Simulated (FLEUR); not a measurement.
## Fe in FLEUR: the effect of Hubbard term

Crystal: Fe.

```
Fe
1.0
     2.43416    0.00000    0.00000
    -1.21708    2.10804    0.00000
     0.00000    0.00000    3.84193
Fe
2
Cartesian
  1.2171 0.7027 2.8815
  0.0000 1.4054 0.9605
```

This isn't the form of Fe at room conditions, which is bcc.

Alike in all runs:

| Item | Value |
| --- | --- |
| Program | FLEUR MaX-R8.1 (later development tree) |
| Task | single point |
| Functional | PBEsol |
| Potentials or basis | all-electron |
| Basis | FLAPW |
| Kmax | 4.76 1/bohr |
| k mesh | 10 × 10 × 6 |
| Occupations | fermi-dirac, width 0.05 eV |
| Spin | collinear spin, ferromagnetic start |
| Starting moments | [3.0, 3.0] μB |
| Gmax | 14.7 1/bohr |
| Muffin-tin radii | Fe 2.06 bohr |
| lmax | Fe 8 |
| lnonsphr | Fe 8 |
| Local orbitals a species | Fe 4 |
| Max iterations | 100 |

| Hubbard term | moment (μB) |
| --- | --- |
| Fe d U = 2 eV | 5.31 |
| Fe d U = 3 eV | 5.36 |
| Fe d U = 4 eV | 5.52 |
| Fe d U = 5 eV | 5.63 |
| Fe d U = 6 eV | 5.98 |
| Fe d U = 8 eV | ? |

What does the run with Hubbard term Fe d U = 8 eV give?

Moment 6.17 μB.

Worked out: A parabola through the other rows of the moment, of slope 0.475 μB per eV there, extrapolates to 6.75 μB, against the run's 6.17.

Caveats: the U is typed as a test and isn't derived for this compound.
